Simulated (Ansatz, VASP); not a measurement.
Zr in VASP and in Ansatz

```xyz
1
Lattice="-1.7763 1.7763 1.7763 1.7763 -1.7763 1.7763 1.7763 1.7763 -1.7763" Properties=species:S:1:pos:R:3 pbc="T T T"
Zr    0.0000    0.0000    0.0000
```

Alike in both runs: task single point; functional revPBE; k mesh 14 × 14 × 14; occupations fermi-dirac, width 0.1 eV; no spin polarisation.

|  | VASP | Ansatz |
| --- | --- | --- |
| version | VASP 6.6.1 | Ansatz 0.2.0 |
| potentials or method | VASP PAW PBE potentials, release 64 (Zr_sv) | plane waves (420 eV) with PAW, scalar-relativistic |
| plane-wave cutoff (eV) | 520 | 420 |
| valence electrons in the cell | 12 | 12 |

|  | VASP | Ansatz | Ansatz less VASP |
| --- | --- | --- | --- |
| pressure (GPa) | 3.6 | 3.6 | -0.02 |

The functional is the same, so the differences come from potentials, cutoffs and numerics.

Caveats: the PAW data sets were made with another functional, which shifts forces and pressure a little (VASP).
